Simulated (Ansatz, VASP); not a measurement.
## Al: VASP beside Ansatz

```
Al
1.0
     3.52700    2.03631    6.45408
    -3.52700    2.03631    6.45408
     0.00000   -4.07262    6.45408
Al
12
Direct
  0.02104 0.63994 0.02104
  0.02104 0.02104 0.63994
  0.63994 0.02104 0.02104
  0.97896 0.36006 0.97896
  0.36006 0.97896 0.97896
  0.97896 0.97896 0.36006
  0.22920 0.61704 0.22920
  0.22920 0.22920 0.61704
  0.61704 0.22920 0.22920
  0.77080 0.38296 0.77080
  0.38296 0.77080 0.77080
  0.77080 0.77080 0.38296
```

Alike in both runs: functional PBEsol; k mesh 9 × 9 × 9; occupations gaussian, width 0.1 eV; no spin polarisation.

Ansatz relaxed the structure, and its values are those at the end. VASP's run is a single point on that final structure, the one shown.

|  | VASP | Ansatz |
| --- | --- | --- |
| version | VASP 6.6.1 | Ansatz 0.2.0 |
| potentials or method | VASP PAW PBE potentials, release 64 (Al) | scalar-relativistic, plane waves, PAW |
| plane-wave cutoff (eV) | 520 | 420 |
| valence electrons in the cell | 36 | 36 |

|  | VASP | Ansatz | Ansatz less VASP |
| --- | --- | --- | --- |
| gap on the k mesh at the Fermi level (eV) | none | none | - |
| pressure (GPa) | 0.1 | 0.0 | -0.07 |
| rms of the force components (eV/Å) | 0.004 | 0.002 | -0.0017 |

A gap of «none» marks a metal or a gap that the smearing closes.

Caveats: the PAW data sets were made with another functional, which shifts forces and pressure a little (VASP).
